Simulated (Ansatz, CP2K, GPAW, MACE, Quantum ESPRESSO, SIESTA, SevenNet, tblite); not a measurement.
# CP2K runs on H-capped AlAs nanowire along [111] (40 atoms), part 3 of 3

Wanted: CP2K inputs and outputs for H-capped AlAs nanowire along [111] (40 atoms), checked against a plane-wave reference.

Program: CP2K 2026.2; the method stands at each step. Banners, paths, timers and routine set-up lines are dropped from the logs unmarked, and long logs keep their key lines alone; longer cuts are marked.

So far. Step 6 (PBE, DZVP-UZH, 450/50 Ry, diagonalisation): Against the first run (10 %), the force difference from the reference is 4.9 %, at 1.2 times the CPU time (on 2 against 1 cores), with 344 basis functions against 344; this set comes with other potentials too, so the change isn't the basis's alone.

### 8. PBE, DZVP-MOLOPT-SR, 630/50 Ry, diagonalisation

Method: Kohn-Sham DFT, PBE, GTH-PBE pseudopotentials, Gaussian and plane waves, DZVP-MOLOPT-SR-GTH, diagonalisation.

File input.inp:

```
&GLOBAL
  PROJECT cell
  RUN_TYPE ENERGY_FORCE
  PRINT_LEVEL LOW
&END GLOBAL
&FORCE_EVAL
  METHOD QS
  &DFT
    BASIS_SET_FILE_NAME BASIS_MOLOPT
    POTENTIAL_FILE_NAME GTH_POTENTIALS
    &MGRID
      CUTOFF 630
      REL_CUTOFF 50
      NGRIDS 5
    &END MGRID
    &QS
      EPS_DEFAULT 1.0E-12
    &END QS
    &SCF
      SCF_GUESS ATOMIC
      EPS_SCF 1.0E-06
      MAX_SCF 200
      ADDED_MOS 20
      &DIAGONALIZATION
        ALGORITHM STANDARD
      &END DIAGONALIZATION
      &SMEAR ON
        METHOD FERMI_DIRAC
        ELECTRONIC_TEMPERATURE [K] 580
      &END SMEAR
      &MIXING
        METHOD BROYDEN_MIXING
        ALPHA 0.15
        NBROYDEN 8
      &END MIXING
      &PRINT
        &RESTART OFF
        &END RESTART
      &END PRINT
    &END SCF
    &XC
      &XC_FUNCTIONAL PBE
      &END XC_FUNCTIONAL
    &END XC
    &PRINT
      &MULLIKEN ON
      &END MULLIKEN
      &LOWDIN ON
      &END LOWDIN
      &MO ON
        EIGENVALUES T
        OCCUPATION_NUMBERS T
        MO_INDEX_RANGE 36 59
        &EACH
          QS_SCF 0
        &END EACH
        ADD_LAST NUMERIC
      &END MO
    &END PRINT
  &END DFT
  &SUBSYS
    &CELL
      A 19.58599 0.00000 0.00000
      B 0.00000 16.54490 0.00000
      C 0.00000 0.00000 9.80514
    &END CELL
    &COORD
[... 40 atom lines left out: the same atoms as in the first run ...]
    &END COORD
    &KIND Al
      BASIS_SET DZVP-MOLOPT-SR-GTH-q3
      POTENTIAL GTH-PBE-q3
    &END KIND
    &KIND As
      BASIS_SET DZVP-MOLOPT-SR-GTH-q5
      POTENTIAL GTH-PBE-q5
    &END KIND
    &KIND H
      BASIS_SET DZVP-MOLOPT-SR-GTH-q1
      POTENTIAL GTH-PBE-q1
    &END KIND
  &END SUBSYS
  &PRINT
    &FORCES ON
    &END FORCES
  &END PRINT
&END FORCE_EVAL
```

Command:

```console
> OMP_NUM_THREADS=2 cp2k.psmp -i input.inp > output.txt
```

Numbers of over 12 decimals in the logs are rounded to 6 here.

Output:

```text
CP2K| version string:                                       CP2K version 2026.2
 CP2K| Input file name                                                 input.inp
 GLOBAL| Basis set file name                                        BASIS_MOLOPT
 GLOBAL| Potential file name                                      GTH_POTENTIALS
 GLOBAL| Run type                                                   ENERGY_FORCE
 GLOBAL| Total number of message passing processes                             1
 GLOBAL| Number of threads for this process                                    2
[... lines left out ...]
                        Smear method:                                FERMI_DIRAC
[... lines left out ...]
 Number of electrons:                                                         94
[... lines left out ...]
  Step     Update method      Time    Convergence         Total energy    Change
[... lines left out ...]
  *** SCF run converged in    32 steps ***
[... lines left out ...]
  Fermi energy:                                                -0.098181
  Total energy:                                               -88.144496
  Total energy (extrapolated to T->0):                        -88.144496
[... lines left out ...]
 MO| E(Fermi):           -0.098181 a.u.         -2.671630 eV
[... lines left out ...]
       2     As       2          5.439957                             -0.439957
       3     Al       1          3.048602                             -0.048602
[...]
# Total charge                             94.000000                  0.000000
 !-----------------------------------------------------------------------------!
 LOWDIN POPULATION ANALYSIS
 #  Atom  Element  Kind  Atomic population                           Net charge
[...]
39     H        3          0.993238                              0.006762
      40     H        3          1.023533                             -0.023533
 # Total charge                             94.000000                 -0.000000
 ENERGY| Total FORCE_EVAL ( QS ) energy [hartree]            -88.144525
 FORCES| Atomic forces [hartree/bohr]
 FORCES|   Atom     x               y               z               |f|
 FORCES|      1 -2.19204633E-02 -2.42265827E-02  2.96522067E-03   3.28058921E-02
 FORCES|      2  1.22480063E-02  2.50906690E-03 -1.47618567E-02   1.93448052E-02
 FORCES|      3 -2.56617592E-02  2.02428920E-02 -1.28389548E-02   3.51160836E-02
[...]
FORCES|     39 -2.20629025E-02  1.83332588E-02 -3.74548959E-03   2.89293750E-02
 FORCES|     40  5.76824533E-03 -2.21043219E-02 -3.14324800E-03   2.30597856E-02
 FORCES| Sum    -2.51174733E-06  3.60265827E-07  2.00512440E-06
 FORCES| Total atomic force                                       3.23406710E-06
```

Run time: 3.8 min. Hardware: 2 threads of Arm Neoverse V2, shared host; peak memory 7.5 GiB.

Against the reference:

```
r.m.s. force component                           : 0.8229 eV/Å
r.m.s. difference of force components            : 83.04 meV/Å
longest difference of force vectors              : 323 meV/Å
force difference over r.m.s. force               : 10.43 %
slope of forces against the reference's          : 1.029
correlation of force components                  : 0.9953
gap (highest filled to lowest empty level) : 3.494 eV
gap difference                                   : 0.1986 eV
energy less the same-level run's                 : -0.0005 meV/atom
r.m.s. force difference from the same-level run  : 0.058 meV/Å
```

Against the first run (10 %), the force difference from the reference is 10 %, at 1.6 times the CPU time (on 2 against 1 cores): the change moves forces by 0.058 meV/Å r.m.s., so most of the difference comes from elsewhere.

### 9. Side by side

Differences are against the plane-wave reference, forces as r.m.s. over components; share is that over the reference's r.m.s. force, slope the least-squares factor from reference forces to these. Total energies of different programs have different zeros and aren't compared.

| run | Δ force, r.m.s. (meV/Å) | share (%) | slope | Δ gap (eV) | cores | CPU time | memory (GiB) |
| --- | --- | --- | --- | --- | --- | --- | --- |
| reference | - | - | - | - | 4 | 8.8 min | 4.8 |
| CP2K PBE, DZVP-MOLOPT-SR, 450/50 Ry, diagonalisation | 83.0 | 10.4 | 1.029 | 0.199 | 1 | 3.8 min | 4.5 |
| CP2K PBE, TZVP-MOLOPT (SR for Al, As), 450/50 Ry, diagonalisation | 35.4 | 4.45 | 0.992 | 0.0559 | 2 | 6.1 min | 4.6 |
| CP2K PBE, SZV-MOLOPT-SR, 450/50 Ry, diagonalisation (coarse) | 373 | 46.8 | 1.187 | 1.26 | 1 | 3.3 min | 4.5 |
| CP2K PBE, DZVP-MOLOPT-SR, 450/70 Ry, diagonalisation | 83.0 | 10.4 | 1.029 | 0.199 | 1 | 4.1 min | 4.5 |
| CP2K PBE, DZVP-UZH, 450/50 Ry, diagonalisation | 38.8 | 4.88 | 0.997 | 0.0506 | 2 | 4.5 min | 4.6 |
| CP2K PBE, DZVP-MOLOPT-SR, 315/50 Ry, diagonalisation (coarse) | 83.1 | 10.4 | 1.029 | 0.199 | 1 | 2.2 min | 2.8 |
| CP2K PBE, DZVP-MOLOPT-SR, 630/50 Ry, diagonalisation | 83.0 | 10.4 | 1.029 | 0.199 | 2 | 6 min | 7.5 |

Rows marked coarse were listed beforehand as settings not expected to be converged; some can still land near the reference.

CPU time is summed over cores on a shared host, where runs went side by side, so it is rough. Symmetry, cutoffs, thresholds, outputs and thread counts weren't matched or tuned between programs; memory under MPI is the largest rank's times the ranks.

Mean charges by element (e), by run and scheme:

| run | scheme | Al | As | H |
| --- | --- | --- | --- | --- |
| CP2K PBE, DZVP-MOLOPT-SR, 450/50 Ry, diagonalisation | Mulliken | +0.17 | -0.42 | +0.10 |
| CP2K PBE, TZVP-MOLOPT (SR for Al, As), 450/50 Ry, diagonalisation | Mulliken | +0.28 | -0.12 | -0.07 |
| CP2K PBE, DZVP-MOLOPT-SR, 450/70 Ry, diagonalisation | Mulliken | +0.17 | -0.42 | +0.10 |
| CP2K PBE, DZVP-UZH, 450/50 Ry, diagonalisation | Mulliken | +0.40 | -0.27 | -0.05 |
| CP2K PBE, DZVP-MOLOPT-SR, 315/50 Ry, diagonalisation | Mulliken | +0.17 | -0.42 | +0.10 |
| CP2K PBE, DZVP-MOLOPT-SR, 630/50 Ry, diagonalisation | Mulliken | +0.17 | -0.42 | +0.10 |

Within one program, basis, potentials and functional, energies share a zero. Each run against its twin at the usual cutoff or grid and solver:

| run | twin | Δ energy (meV/atom) | Δ force, r.m.s. (meV/Å) | CPU time over the twin's |
| --- | --- | --- | --- | --- |
| CP2K PBE, DZVP-MOLOPT-SR, 450/70 Ry, diagonalisation | DZVP-MOLOPT-SR, 450/50 Ry, diagonalisation | 1.0e-4 | 0.002 | 1.1 |
| CP2K PBE, DZVP-MOLOPT-SR, 315/50 Ry, diagonalisation | DZVP-MOLOPT-SR, 450/50 Ry, diagonalisation | -0.0017 | 0.195 | 0.59 |
| CP2K PBE, DZVP-MOLOPT-SR, 630/50 Ry, diagonalisation | DZVP-MOLOPT-SR, 450/50 Ry, diagonalisation | -5.0e-4 | 0.058 | 1.6 (this twin ran on 1 cores) |

Further runs of this program without a result: CP2K GFN1-xTB, diagonalisation (not converged); CP2K PBE+rVV10L, DZVP-MOLOPT-SR, 450/50 Ry, diagonalisation (ended with an error or stopped unconverged).

### 10. Summary of results

| Property | Result |
| --- | --- |
| nearest in forces | CP2K PBE, TZVP-MOLOPT (SR for Al, As), 450/50 Ry, diagonalisation, 4.4 % |
| its CPU time | 6.1 min |

The PBE runs in local orbitals, coarse settings apart, differ by 4.4 % (CP2K PBE, TZVP-MOLOPT (SR for Al, As), 450/50 Ry, diagonalisation) to 10 % (CP2K PBE, DZVP-MOLOPT-SR, 630/50 Ry, diagonalisation); basis, grid and potentials can all enter. Runs with settings chosen to be coarse differ by 10 % (CP2K PBE, DZVP-MOLOPT-SR, 315/50 Ry, diagonalisation) to 47 % (CP2K PBE, SZV-MOLOPT-SR, 450/50 Ry, diagonalisation), their programs' other errors included. Of the electronic-structure runs that take under half the reference's CPU time, CP2K PBE, DZVP-MOLOPT-SR, 450/50 Ry, diagonalisation is among the nearest, at 10 % in 3.8 min against 8.8 min. At the same functional, gaps differ from the reference's 3.30 eV by between +0.05 and +1.26 eV. A likely cause of the wide gaps: compact atomic orbitals describe empty levels worse than filled ones. These are spacings on the run's k-points, which needn't hold the band edges. Charges hang on program or settings: among these rows the mean for As runs from -0.42 to -0.12 e. Caps of real hydrogen don't mimic the fractional bonds of a polar compound, so surface states and strained caps may belong to the model. The electronic-structure runs sample only Γ, in a cell whose periodic width is 10 Å.

[Also dropped from logs without a mark: logging warnings of Python, and SIESTA's first energy breakdown and zero terms.]

[Logs are printed without paths, hosts, clocks, repeated set-up lines and the standing remarks that a program may print on its own settings, such as how far it seeks lower states.]

[Hosts, paths, dates, database ids (printed as entryN), source tags and the programs' standing remarks are cut or masked in the printed files.]
